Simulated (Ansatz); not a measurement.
# Mg8O9: the cost of one run

Method: DFT PBEsol, plane waves, PAW, scalar-relativistic, collinear spin, in Ansatz 0.2.0.

## Step 1: The starting structure

The cell holds 17 atoms (Mg8O9): a = 5.931 Å, b = 5.931 Å, c = 5.931 Å, α = 60.00°, β = 60.00°, γ = 60.00°.

As a file:

```xyz
17
Lattice="0.0000 4.1942 4.1942 4.1942 0.0000 4.1942 4.1942 4.1942 0.0000" Properties=species:S:1:pos:R:3 pbc="T T T"
Mg    0.0000    0.0000    0.0000
O     2.0971    2.0971    2.0971
Mg    2.0971    2.0971    0.0000
O     4.1942    4.1942    2.0971
Mg    2.0971    0.0000    2.0971
O     4.1942    2.0971    4.1942
Mg    4.1942    2.0971    2.0971
O     6.2913    4.1942    4.1942
Mg    0.0000    2.0971    2.0971
O     2.0971    4.1942    4.1942
Mg    2.0971    4.1942    2.0971
O     4.1942    6.2913    4.1942
Mg    2.0971    2.0971    4.1942
O     4.1942    4.1942    6.2913
Mg    4.1942    4.1942    4.1942
O     6.2913    6.2913    6.2913
O     1.1576    3.1796    3.1447
```

## Step 2: Relaxing end A

Input file input.yaml:

```yaml
crystal:
  lattice:
    - [0.0, 4.1942, 4.1942]
    - [4.1942, 0.0, 4.1942]
    - [4.1942, 4.1942, 0.0]
  atoms:
    - { symbol: Mg, position: [0.0, 0.0, 0.0] }
    - { symbol: O, position: [0.25, 0.25, 0.25] }
    - { symbol: Mg, position: [0.0, 0.0, 0.5] }
    - { symbol: O, position: [0.25, 0.25, 0.75] }
    - { symbol: Mg, position: [0.0, 0.5, 0.0] }
    - { symbol: O, position: [0.25, 0.75, 0.25] }
    - { symbol: Mg, position: [0.0, 0.5, 0.5] }
    - { symbol: O, position: [0.25, 0.75, 0.75] }
    - { symbol: Mg, position: [0.5, 0.0, 0.0] }
    - { symbol: O, position: [0.75, 0.25, 0.25] }
    - { symbol: Mg, position: [0.5, 0.0, 0.5] }
    - { symbol: O, position: [0.75, 0.25, 0.75] }
    - { symbol: Mg, position: [0.5, 0.5, 0.0] }
    - { symbol: O, position: [0.75, 0.75, 0.25] }
    - { symbol: Mg, position: [0.5, 0.5, 0.5] }
    - { symbol: O, position: [0.75, 0.75, 0.75] }
    - { symbol: O, position: [0.6159342, 0.1338338, 0.1421697], spin: 1.0 }
magnetization:
  spin_polarized: true
basis:
  ecutwfc: 420.0
kpoints:
  mp_grid: { grid: [2, 2, 2] }
hamiltonian:
  xc: pbesol
scf:
  occupations: { method: fermi_dirac, width: 0.02 }
  lower_state_search: "off"
relax:
  f_tol: 0.03
  max_steps: 60
  adjacent_minimum: "off"
```

The run is started by

```bash
ansatz run input.yaml --threads 2 --pin off --max-ram 5120MiB --backend cpu --events-out ev --progress --plain --runs-dir out
```

Q: Estimate wall time and peak memory on 2 threads of Arm Neoverse V1, shared host.

About 95 s, with a peak of 0.52 GiB.
